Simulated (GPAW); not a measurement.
Here is a GPAW 26.7.0 calculation.

File run.py:

```python
from ase import Atoms
from ase.dft.bandgap import bandgap
from ase.io import write
from ase.units import GPa
from gpaw import GPAW, PW, setup_paths

setup_paths.insert(0, '.')

atoms = Atoms(['Hf', 'Hf', 'Hf', 'Hf', 'S', 'S'],
              cell=[[3.3742737662, 0.0, 0.0],
                    [-1.6871368831, 2.9222068008, 0.0],
                    [0.0, 0.0, 11.71740703]],
              scaled_positions=[[0.3333333333, 0.6666666667, 0.10018836],
                                [0.6666666667, 0.3333333333, 0.60018836],
                                [0.3333333333, 0.6666666667, 0.39981164],
                                [0.6666666667, 0.3333333333, 0.89981164],
                                [0.0, 0.0, 0.25],
                                [0.0, 0.0, 0.75]],
              pbc=True)

calc = GPAW(mode=PW(450),
            xc='PBEsol',
            kpts={'size': (7, 7, 2), 'gamma': True},
            occupations={'name': 'fermi-dirac', 'width': 0.05},
            nbands=54,
            maxiter=120,
            txt='gpaw.txt')
atoms.calc = calc
energy = atoms.get_potential_energy()
forces = atoms.get_forces()
stress = atoms.get_stress()
calc.write('gs.gpw')
write('result.traj', atoms)
print(f'Energy: {energy:.6f} eV')
print('Forces (eV/A):')
print(forces.round(4))
print('Stress (GPa):', (stress / GPa).round(3))
print('Fermi level:', round(calc.get_fermi_level(), 4), 'eV')
print(f'Gap: {bandgap(calc)[0]:.4f} eV, direct: {bandgap(calc, direct=True)[0]:.4f} eV')
```

Potentials or basis: PAW data sets generated in the run's folder for this functional, pw.

Launch:

```sh
$ gpaw-setup -f PBEsol Hf S
$ OMP_NUM_THREADS=1 python run.py
```

**Question.** Estimate the pressure.

**Answer.** -2.6 GPa.

**Question.** What does it give for the band gap on the k mesh?

**Answer.** None (metal or under the smearing width).

**Question.** Predict the largest force.

**Answer.** 0.198 eV/Å.

Stress tensor (GPa, compression positive):
```
-2.96  0.00  0.00
 0.00 -2.96  0.00
 0.00  0.00 -1.84
```

Caveat: the cutoff is short for stress and forces, so pressures can be off by a GPa or more. Spin-orbit coupling is left out, which matters for the levels of Hf.
